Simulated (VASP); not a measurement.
Input of a VASP 6.6.1 run:

Contents of INCAR:

```
PREC = Accurate ; ENCUT = 600
EDIFF = 1E-6 ; ISMEAR = -1
SIGMA = 0.05 ; LREAL = F
LASPH = T ; NELM = 60
ALGO = Fast ; ISIF = 3
LWAVE = F ; LCHARG = F
LNONCOLLINEAR = T ; MAGMOM = 0 0 0 0 0 0 0 0 0
LORBIT = 11 ; LSORBIT = T
GGA_COMPAT = F ; LMAXMIX = 4
GGA = PE ; IBRION = 2
NSW = 60 ; EDIFFG = -0.01
```

KPOINTS

```
Automatic mesh
0
Gamma
  7 7 5
```

The input POSCAR:

```
W2C
1.0
    3.0700456420      0.0000000000      0.0000000000
   -1.5350228210      2.6587375167      0.0000000000
    0.0000000000      0.0000000000      4.6784280000
W C
2 1
Direct
    0.6666666667      0.3333333333      0.2536690000
    0.3333333333      0.6666666667      0.7463310000
    0.0000000000      0.0000000000      0.0000000000
```

Potentials or basis: VASP PAW PBE potentials, release 64 (W_sv, C).

Launch:

```sh
$ cat potpaw_PBE.64/W_sv/POTCAR potpaw_PBE.64/C/POTCAR > POTCAR
$ mpirun -np 1 vasp_ncl > vasp.out
```

What does it give for the relaxed volume?

12.70 Å³/atom.

Estimate the space group after relaxing (to 0.05 Å).

P-3m1 (No. 164).

Estimate the relaxed cell.

a = 3.070 Å, b = 3.070 Å, c = 4.670 Å, α = 90.00°, β = 90.00°, γ = 120.00°.

Forces in eV/Å, atoms in the order of the input:
```
W    0.000  0.000  0.003
W    0.000  0.000 -0.003
C    0.000  0.000  0.000
```
